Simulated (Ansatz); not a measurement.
Ca started in the widest void in rocksalt CaO, 65 atoms, charge +2

All numbers come from Ansatz (PAW, plane waves, no spin–orbit coupling) at the single k point (¼, ¼, ¼) without its symmetry partners. The atoms were relaxed with PBEsol in a fixed cell; other functionals are single points on those atoms unless said otherwise. The valence top and gap of the host come from its small cell on a dense mesh, with the band extrema sought between the mesh points, lined up by the mean potential, PBEsol gap 3.54 eV, HSE06 gap 5.31 eV. The charge correction uses an assumed dielectric constant of 11.9.

Relaxed structure:

```
O Ca
1.0
     9.53520    0.00000    0.00000
     0.00000    9.53520    0.00000
     0.00000    0.00000    9.53520
O Ca
32 33
Direct
  0.25099 0.00086 0.00033
  0.24805 0.99618 0.50223
  0.24802 0.50275 0.99568
  0.24812 0.50262 0.50219
  0.75023 0.00055 0.00003
  0.74995 0.00083 0.49928
  0.74990 0.49981 0.00035
  0.75460 0.50271 0.50222
  0.00070 0.25112 0.00031
  0.99606 0.24818 0.50221
  0.00042 0.75037 0.00004
  0.00072 0.75007 0.49929
  0.50259 0.24818 0.99568
  0.50248 0.24824 0.50206
  0.49967 0.75007 0.00034
  0.50260 0.75472 0.50221
  0.00071 0.00083 0.25061
  0.00036 0.00055 0.74985
  0.99606 0.50272 0.24767
  0.00075 0.49981 0.74956
  0.50260 0.99618 0.24764
  0.49962 0.00087 0.74954
  0.50249 0.50262 0.24772
  0.50265 0.50274 0.75423
  0.24814 0.24826 0.24776
  0.24807 0.24820 0.75422
  0.24805 0.75471 0.24768
  0.25098 0.75009 0.74956
  0.75459 0.24817 0.24768
  0.74995 0.25112 0.74958
  0.74994 0.75006 0.25060
  0.75021 0.75035 0.74984
  0.00011 0.00022 0.99974
  0.99502 0.99511 0.50090
  0.99491 0.50138 0.99458
  0.99940 0.50128 0.50077
  0.50128 0.99511 0.99462
  0.50117 0.99954 0.50079
  0.50113 0.50126 0.99903
  0.52771 0.52784 0.52735
  0.24949 0.24961 0.99904
  0.22295 0.22307 0.52734
  0.24943 0.75583 0.99459
  0.24949 0.75137 0.50079
  0.75566 0.24955 0.99464
  0.75123 0.24961 0.50082
  0.75056 0.75067 0.99973
  0.75569 0.75579 0.50088
  0.24948 0.99953 0.24913
  0.24938 0.99511 0.75529
  0.22294 0.52784 0.22253
  0.24949 0.50129 0.75088
  0.75568 0.99512 0.24903
  0.75050 0.00022 0.75016
  0.75124 0.50130 0.24911
  0.75570 0.50138 0.75531
  0.99941 0.24962 0.24912
  0.99499 0.24952 0.75528
  0.99499 0.75581 0.24905
  0.00012 0.75063 0.75017
  0.52769 0.22309 0.22263
  0.50116 0.24962 0.75087
  0.50116 0.75138 0.24913
  0.50127 0.75583 0.75533
  0.37529 0.37553 0.37496
```

Chemical potentials μ are those of reference phases of the elements at zero temperature by the same functional (the usual solids, diamond for C, grey Sn, and the molecules H2, N2, O2, F2, Cl2, Br2 and S8).

```
functional  E(defect) − E(host) − Σ nμ + q·E_VBM (eV)  monopole (eV)  alignment (eV)  formation energy at E_F = VBM (eV)  moment (μB)              wall time, shared host
    PBEsol                                      -1.28           0.72            0.46                               -0.10  0 (no spin)  3.4 s on NVIDIA GB200 (relaxation)
     HSE06                                      -2.54           0.72            0.49                               -1.33  0 (no spin)                12 s on NVIDIA GB200
```

(1) How does the monopole term follow by hand for this cubic cell?

HSE06 one-electron levels near the gap (the ten most localised at most), from the host's valence top, not corrected for the charge's images:

| level (eV) | spin | filling | atoms sharing it | element of the atom with most weight |
| --- | --- | --- | --- | --- |
| -0.16 | both | 2.00 | 22.8 | spread |
| -0.16 | both | 2.00 | 22.8 | spread |

All elements are taken at their own reference at once; growth conditions in equilibrium with the host shift these energies, by up to the host's formation enthalpy.

One k point and a cell of this size can leave errors of several tenths of an eV in such numbers.

Results:

(1) q²·α·e²/(4πε₀)/(2εL) with the Madelung constant α = 2.837 and e²/4πε₀ = 14.40 eV·Å: 4 × 2.837 × 14.40 / (2 × 11.9 × 9.535) = 0.72 eV.
